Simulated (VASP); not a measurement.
Al2O3:

```xyz
20
Lattice="7.0899 0.0000 0.0000 0.0000 4.8469 0.0000 0.0000 0.0000 4.9854" Properties=species:S:1:pos:R:3 pbc="T T T"
Al    2.7679    1.2222    0.1521
Al    4.3221    1.2222    2.3406
Al    0.7771    1.2013    2.6448
Al    6.3128    1.2013    4.8333
Al    4.3221    3.6248    4.8333
Al    2.7679    3.6248    2.6448
Al    6.3128    3.6456    2.3406
Al    0.7771    3.6456    0.1521
O     4.6368    0.5187    0.5084
O     2.4531    0.5187    1.9843
O     5.9981    1.9047    3.0011
O     1.0919    1.9047    4.4770
O     2.4531    4.3282    4.4770
O     4.6368    4.3282    3.0011
O     1.0919    2.9422    1.9843
O     5.9981    2.9422    0.5084
O     0.0000    0.2395    1.2464
O     3.5450    2.1840    3.7391
O     0.0000    4.6075    3.7391
O     3.5450    2.6629    1.2464
```

Measurements of this composition are mostly on another form, of space group No. 167.

Base run:

```yaml
Program: VASP 6.6.1
Functional: r2SCAN
Potentials_or_basis: VASP PAW PBE potentials, release 64 (Al, O)
Cutoff: 520 eV
k_mesh: 3 × 5 × 5
Occupations: fermi-dirac, width 0.02 eV
Spin: no spin polarisation
```

Its results: band gap on the k mesh 6.21 eV, direct; pressure -7.9 GPa; largest force 0.093 eV/Å.

Q: The run is repeated on the same cell with these changes: functional from r2SCAN to PBE; further incar settings from LREAL = Auto; ALGO = Normal; EDIFF = 1e-08; NBANDS = 64 to LREAL = Auto; ALGO = Fast; EDIFF = 1e-08; NBANDS = 64. What comes out?

A: Band gap on the k mesh 5.31 eV, direct; pressure 0.0 GPa; largest force 0.003 eV/Å.

Caveats: the PAW data sets were made with another functional, which shifts forces and pressure a little (some runs).

